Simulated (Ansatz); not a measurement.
## Cl under changes of volume

One of the cells (29.048 Å³/atom); the others are scaled copies at fixed shape and fractional positions:

```xyz
4
Lattice="3.1450 -2.2500 0.0000 3.1450 2.2500 0.0000 0.0000 0.0000 8.2100" Properties=species:S:1:pos:R:3 pbc="T T T"
Cl    3.1450    0.5850    3.2840
Cl    3.1450    1.6650    7.3890
Cl    3.1450   -0.5850    4.9260
Cl    3.1450   -1.6650    0.8210
```

| Property | Result |
| --- | --- |
| Program | Ansatz 0.2.0 |
| Functional | PBEsol |
| Potentials or basis | all-electron LAPW, scalar-relativistic |
| Cutoff | 307 eV (chosen from the basis error) |
| Basis error allowed | 0.001 eV/atom |
| k mesh | 7 × 7 × 4 |
| Occupations | fermi-dirac, width 0.05 eV |
| Spin | no spin polarisation |

| volume (Å³/atom) | energy over the lowest point (meV/atom) | pressure (GPa) | gap on the mesh (eV) | largest force (eV/Å) |
| --- | --- | --- | --- | --- |
| 27.305 | 2.20 | 1.0 | 2.66 | 0.654 |
| 27.886 | 0.00 | 0.3 | 2.58 | 0.376 |
| 28.467 | ? | ? | ? | ? |
| 29.048 | 2.23 | -0.9 | 2.44 | 0.174 |
| 29.629 | 6.20 | -1.3 | 2.37 | 0.384 |
| 30.210 | 11.80 | -1.8 | 2.30 | 0.590 |
| 30.791 | 18.84 | -2.1 | 2.24 | 0.784 |

**Question.** What does the run at 28.467 Å³/atom give?

**Answer.** Energy over the lowest point 0.09 meV/atom; pressure -0.3 GPa; gap on the mesh 2.51 eV; largest force 0.141 eV/Å.

Worked out: A Birch-Murnaghan fit of order 3 (a polynomial in V^(-2/3)) to the other rows has its minimum at 28.15 Å³/atom with B0 = V·E''(V) = 29 GPa and B' = 4.6 at fixed shape and positions, which overstates the stiffness. It gives 0.09 meV/atom at 28.467 Å³/atom, against the run's 0.09, and -dE/dV = -0.3 GPa, against -0.3. A straight line through the other rows of the gap, of slope -3.5 eV per unit of ln V, gives 2.51 eV, against the run's 2.51.

Energies are extrapolated to zero smearing.

Caveats: an odd mesh through Γ misses points on the zone boundary, where band edges often lie.
